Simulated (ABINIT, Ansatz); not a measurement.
# Quasiparticle gap of BeTe (F-43m) in ABINIT

Wanted: ground state, empty states, screening and self-energy for BeTe (F-43m).

Method: PBE and many-body steps on it, plane waves, in ABINIT 10.8.3.

**The experiments to reproduce.**

- Gap 2.7 eV: absolute (indirect, Gamma to X) gap; bulk crystal (quoted from earlier experiment) (quoted in “The band structure of BeTe - a combined experimental and theoretical study”, 1997, arxiv:cond-mat/9712266).

- Gap 2.8 eV: absolute (indirect, Gamma to X) gap, second literature value; film (quoted from earlier experiment) (quoted in “The band structure of BeTe - a combined experimental and theoretical study”, 1997, arxiv:cond-mat/9712266).

Report form: the programs' logs are mostly left out.

### Step 1. The starting structure

It takes space group F-43m (No. 216, cubic). Conventional cell: a = 5.663 Å, b = 5.663 Å, c = 5.663 Å, α = 90.00°, β = 90.00°, γ = 90.00°. Be has 4 Te at 2.45 Å nearest. Nearest to Te lie 4 Be at 2.45 Å. Farther neighbours and most contacts between anions are not listed.

The cell and positions are those that the Materials Project relaxed with its own functionals (PBE, PBE+U or r2SCAN), kept fixed. Spin-orbit coupling is left out unless a step names it.

### Step 2. Ground state

This step: ABINIT 10.8.3; DFT, PBE, plane waves, norm-conserving pseudopotentials.

The ground-state density comes first.

run.abi

```
acell 3*1.0 Angstrom
rprim 
  -0.000000000000 2.831458787600 2.831458787600
  2.831458787600 0.000000000000 2.831458787600
  2.831458787600 2.831458787600 0.000000000000
ntypat 2
znucl 4 52
natom 2
typat 1 2
xred 
  0.000000000000 0.000000000000 0.000000000000
  0.750000000000 0.750000000000 0.750000000000
pp_dirpath "pseudos"
pseudos "Be.upf, Te.upf"
ecut 49
ngkpt 6 6 6
nshiftk 1
shiftk 0 0 0
kptopt 1
chksymbreak 0
nband 19
occopt 1
tolvrs 1e-10
nstep 60
prtwf 0
optforces 0
optstress 0
indata_prefix "in"
outdata_prefix "out"
tmpdata_prefix "tmp"
```

The run is started by

```sh
$ OMP_NUM_THREADS=1 mpirun -n 8 abinit run.abi > log
```

Run time: 15 s. Hardware: 8 MPI ranks of Arm Neoverse N1, shared host; peak memory 0.66 GiB.

This step gave:

| Property | Result |
| --- | --- |
| total energy | -8018.1531 eV |
| gap | 2.027 eV |
| k of the valence top | 0, 0, 0 |
| k of the conduction bottom | 0.5, 0.5, 0 |
| least direct gap | 3.644 eV |

The gap is indirect, with the least direct gap 1.62 eV higher.

### Step 3. Bands along the symmetry lines

The cheap functional maps the bands first; the places of the edges decide which points the dearer methods must see.

run.abi

```
acell 3*1.0 Angstrom
rprim 
  -0.000000000000 2.831458787600 2.831458787600
  2.831458787600 0.000000000000 2.831458787600
  2.831458787600 2.831458787600 0.000000000000
ntypat 2
znucl 4 52
natom 2
typat 1 2
xred 
  0.000000000000 0.000000000000 0.000000000000
  0.750000000000 0.750000000000 0.750000000000
pp_dirpath "pseudos"
pseudos "Be.upf, Te.upf"
ecut 49
iscf -2
irdden 1
kptopt 0
nkpt 50
kpt 
  0.00000000 0.00000000 0.00000000
  -0.06250000 -0.06250000 0.00000000
  -0.12500000 -0.12500000 0.00000000
  -0.18750000 -0.18750000 0.00000000
  -0.25000000 -0.25000000 0.00000000
  -0.31250000 -0.31250000 0.00000000
  -0.37500000 -0.37500000 0.00000000
  -0.43750000 -0.43750000 0.00000000
  -0.50000000 -0.50000000 0.00000000
  -0.48437500 -0.48437500 0.03125000
  -0.46875000 -0.46875000 0.06250000
  -0.45312500 -0.45312500 0.09375000
  -0.43750000 -0.43750000 0.12500000
  -0.42187500 -0.42187500 0.15625000
  -0.40625000 -0.40625000 0.18750000
  -0.39062500 -0.39062500 0.21875000
  -0.37500000 -0.37500000 0.25000000
  -0.37500000 0.00000000 0.37500000
  -0.32812500 0.00000000 0.32812500
  -0.28125000 0.00000000 0.28125000
  -0.23437500 0.00000000 0.23437500
  -0.18750000 0.00000000 0.18750000
  -0.14062500 0.00000000 0.14062500
  -0.09375000 0.00000000 0.09375000
  -0.04687500 0.00000000 0.04687500
  0.00000000 0.00000000 0.00000000
  0.00000000 0.00000000 0.06250000
  0.00000000 0.00000000 0.12500000
  0.00000000 0.00000000 0.18750000
  0.00000000 0.00000000 0.25000000
  0.00000000 0.00000000 0.31250000
  0.00000000 0.00000000 0.37500000
  0.00000000 0.00000000 0.43750000
  -0.00000000 -0.00000000 0.50000000
  -0.06250000 -0.03125000 0.46875000
  -0.12500000 -0.06250000 0.43750000
  -0.18750000 -0.09375000 0.40625000
  -0.25000000 -0.12500000 0.37500000
  -0.31250000 -0.15625000 0.34375000
  -0.37500000 -0.18750000 0.31250000
  -0.43750000 -0.21875000 0.28125000
  -0.50000000 -0.25000000 0.25000000
  -0.50000000 -0.28125000 0.21875000
  -0.50000000 -0.31250000 0.18750000
  -0.50000000 -0.34375000 0.15625000
  -0.50000000 -0.37500000 0.12500000
  -0.50000000 -0.40625000 0.09375000
  -0.50000000 -0.43750000 0.06250000
  -0.50000000 -0.46875000 0.03125000
  -0.50000000 -0.50000000 0.00000000
istwfk *1
nband 21
nbdbuf 2
tolwfr 1e-08
nstep 40
prtwf 0
prtvol 0
indata_prefix "in"
outdata_prefix "out"
tmpdata_prefix "tmp"
```

It took 20 s on 8 MPI ranks; peak memory 0.59 GiB; 2.6 min of CPU time.

This step gave:

```
gap                        : 2.027 eV
k of the valence top       : 0, 0, 0
k of the conduction bottom : -0.5, -0.5, 0
least direct gap           : 3.644 eV
```

The gap is 2.027 eV, as in the run before at this level.

Electronic bands along the path, in eV, zero at the top of the highest filled band:

| point | band 11 | band 12 | band 13 | band 14 | band 15 | band 16 | band 17 | band 18 |
| --- | --- | --- | --- | --- | --- | --- | --- | --- |
| Γ | -12.19 | 0.00 | 0.00 | 0.00 | 3.64 | 3.64 | 3.64 | 3.71 |
| halfway | -11.47 | -2.86 | -1.63 | -1.63 | 2.65 | 4.41 | 6.43 | 6.43 |
| X | -10.42 | -5.02 | -2.58 | -2.58 | 2.03 | 2.71 | 9.64 | 9.64 |
| halfway | -10.41 | -4.92 | -3.06 | -2.47 | 2.35 | 3.37 | 9.05 | 9.11 |
| U | -10.44 | -4.67 | -3.78 | -2.17 | 2.75 | 5.28 | 7.86 | 8.13 |
| jump to K | -10.44 | -4.67 | -3.78 | -2.17 | 2.75 | 5.28 | 7.86 | 8.13 |
| halfway | -11.41 | -3.47 | -2.21 | -0.65 | 4.05 | 4.68 | 5.21 | 6.25 |
| Γ | -12.19 | 0.00 | 0.00 | 0.00 | 3.64 | 3.64 | 3.64 | 3.71 |
| halfway | -11.65 | -3.26 | -0.65 | -0.65 | 3.29 | 4.51 | 4.51 | 6.96 |
| L | -10.89 | -5.43 | -1.10 | -1.10 | 3.05 | 4.62 | 4.62 | 7.84 |
| halfway | -10.66 | -5.01 | -2.83 | -1.85 | 4.20 | 4.41 | 6.65 | 7.73 |
| W | -10.39 | -4.50 | -3.60 | -3.12 | 5.30 | 5.54 | 5.60 | 6.15 |
| halfway | -10.40 | -4.82 | -3.05 | -2.87 | 3.05 | 3.66 | 8.22 | 8.40 |
| X | -10.42 | -5.02 | -2.58 | -2.58 | 2.03 | 2.71 | 9.64 | 9.64 |

### Step 4. Empty states on the mesh, 6×6×6 mesh, 429 bands

The sums over transitions need many empty states on a uniform mesh; this step solves for them.

run.abi

```
acell 3*1.0 Angstrom
rprim 
  -0.000000000000 2.831458787600 2.831458787600
  2.831458787600 0.000000000000 2.831458787600
  2.831458787600 2.831458787600 0.000000000000
ntypat 2
znucl 4 52
natom 2
typat 1 2
xred 
  0.000000000000 0.000000000000 0.000000000000
  0.750000000000 0.750000000000 0.750000000000
pp_dirpath "pseudos"
pseudos "Be.upf, Te.upf"
ecut 49
ngkpt 6 6 6
nshiftk 1
shiftk 0 0 0
kptopt 1
chksymbreak 0
irdden 1
istwfk *1
nband 429
prtvol 0
optdriver 6
gwr_task "HDIAGO"
paral_kgb 0
occopt 1
indata_prefix "in"
outdata_prefix "out"
tmpdata_prefix "tmp"
```

Wall time 4.9 min (8 MPI ranks); peak memory 11 GiB.

This step gave:

```yaml
gap: 2.027 eV
k_of_the_valence_top: 0, 0, 0
k_of_the_conduction_bottom: 0.5, 0.5, 0
least_direct_gap: 3.644 eV
k_points_computed: 16
lowest_point_of_the_top_converged_band_above_the_valence_top: 236.4111 eV
```

On this mesh the gap is 2.027 eV.

### Step 5. Screening, 6×6×6 mesh, 180 bands, screening to 212.2 eV

The RPA dielectric matrix is built and inverted for each q.

This step: RPA screening on PBE, plane waves, norm-conserving pseudopotentials.

Changes to run.abi since step 4:

```diff
@@ -20,10 +20,11 @@
 chksymbreak 0
-irdden 1
 istwfk *1
-nband 429
-prtvol 0
-optdriver 6
-gwr_task "HDIAGO"
-paral_kgb 0
 occopt 1
+irdwfk 1
+optdriver 3
+nband 180
+ecuteps 7.8
+inclvkb 2
+awtr 1
+symchi 1
 indata_prefix "in"
```

Wall time 17 min (8 MPI ranks); peak memory 4.6 GiB; 2.3 h of CPU time.

This step gave:

```yaml
eps_infinity_with_local_fields_on_this_mesh_along_the_program_s_q_direction: 7.331
the_same_without_local_fields: 8.484
plasma_frequency: 29.16 eV
plane_waves_in_the_screening_matrix: 331
```

Local fields lower ε∞ by 14 %.

### Step 6. Self-energy, 6×6×6 mesh, 180 bands, screening to 212.2 eV

The self-energy is evaluated for the states that the input lists, and the levels follow from it, in one-shot runs by the linearised quasiparticle equation.

This step: G0W0 on PBE, plane waves, norm-conserving pseudopotentials.

Changes to run.abi since step 5:

```diff
@@ -23,8 +23,17 @@
 irdwfk 1
-optdriver 3
+optdriver 4
 nband 180
+gwcalctyp 0
+ecutsigx 49
+symsigma 1
+nkptgw 2
+kptgw 
+  0.0000000000 0.0000000000 0.0000000000
+  0.5000000000 0.5000000000 0.0000000000
+bdgw 
+  12 17
+  13 16
 ecuteps 7.8
-inclvkb 2
-awtr 1
-symchi 1
+irdscr 1
+ppmodel 1
 indata_prefix "in"
```

Wall time 57 s (8 MPI ranks); peak memory 4.1 GiB; 7.5 min of CPU time.

This step gave:

| Item | Value |
| --- | --- |
| G0W0 gap on the points computed | 2.874 eV |
| starting gap on the mesh | 2.027 eV |
| k of the valence top | 0, 0, 0 |
| k of the conduction bottom | 0.5, 0.5, 0 |
| Z at the valence top | 0.804 |
| Z at the conduction bottom | 0.817 |
| least direct G0W0 gap on the computed points | 4.727 eV |

The gap on the mesh goes from 2.03 eV to 2.87 eV, a correction of +0.85 eV.

Limits: finite bands, cutoff and mesh; no spin-orbit coupling. v1 is the top filled band, c1 the lowest empty one. The levels before and after the correction (eV, zero at the valence-band top of each column):

|  | conduction bottom | valence top |
| --- | --- | --- |
| Kohn-Sham | 2.03 | 0.00 |
| G0W0 | 2.87 | 0.00 |

|  | level | energy (eV) |
| --- | --- | --- |
| Kohn-Sham | Γ v3-v1 | 0.000 |
| Kohn-Sham | Γ c1-c3 | 3.644 |
| Kohn-Sham | (0.5 0.5 0) v2-v1 | -2.578 |
| Kohn-Sham | (0.5 0.5 0) c1 | 2.027 |
| Kohn-Sham | (0.5 0.5 0) c2 | 2.710 |
| G0W0 | Γ v3-v1 | 0.000 |
| G0W0 | Γ c1-c3 | 4.727 |
| G0W0 | (0.5 0.5 0) v2-v1 | -2.741 |
| G0W0 | (0.5 0.5 0) c1 | 2.874 |
| G0W0 | (0.5 0.5 0) c2 | 3.629 |

### Step 7. Where the time went

Times are wall times on 8 MPI ranks of Arm Neoverse N1, shared host, good to a factor of about two.

| step | time | share | memory (GiB) |
| --- | --- | --- | --- |
| ground state | 15 s | 1 % | 0.66 |
| bands along the symmetry lines | 20 s | 1 % | 0.59 |
| empty states on the mesh | 4.9 min | 21 % | 11 |
| screening | 17 min | 72 % | 4.6 |
| self-energy | 57 s | 4 % | 4.1 |

### Step 8. Results

* PBE gap: 2.03 eV, indirect
* G0W0 gap on the mesh: 2.87 eV
* GW settings: 6×6×6 mesh, 180 bands, screening to 212.2 eV, Godby-Needs plasmon pole
* known limits: not at the basis limit; no spin-orbit coupling

G0W0 moves the gap on the mesh from 2.03 eV to 2.87 eV (+0.85 eV), with Z of 0.80 and 0.82 at the edges. Local fields lower the RPA ε∞ on this mesh from 8.48 to 7.33. Only 2 of the mesh's irreducible points were corrected, so a valley elsewhere could overtake. The dearest step here is «screening». Against experiment, by G0W0@PBE: the gap of 2.87 eV lies +0.17 eV from the measured 2.7 eV (indirect, quoted 1997); the gap of 2.87 eV lies +0.07 eV from the measured 2.8 eV (indirect, quoted 1997). The calculation has static nuclei and no excitons; a measured gap holds zero-point and thermal motion, which mostly lowers it. With atoms this heavy the missing spin-orbit coupling can matter too. Bands and cutoff are finite, so the gap is not at the basis limit. The miss can reach some tenths of an eV and take either sign; the mesh is an error of its own. In the G0W0 run levels were corrected at 2 k points alone, so a gap called «on the mesh» is the least over those, and an edge elsewhere would be missed.

[Paths, hosts, dates, memory and timing lines, banners, echoed tables and standing remarks are left out of the program output.]

[Logs are printed without paths, hosts, clocks, repeated set-up lines and the standing remarks that a program may print on its own settings, such as how far it seeks lower states.]

[Runs of the session that timed out or met a known fault of the program may be left out.]

[Hosts, paths, dates, database ids (printed as entryN), source tags and the programs' standing remarks are cut or masked in the printed files.]

[G0W0 gaps are taken among the corrected bands and points alone; a level outside them can change the order at an edge.]

[Where Ansatz stands beside ABINIT at settings called matched, ABINIT's density can come from a denser mesh and the files from another edition; pairs whose starting gaps differed by over 0.03 eV were left out, so agreement reads better than it is.]
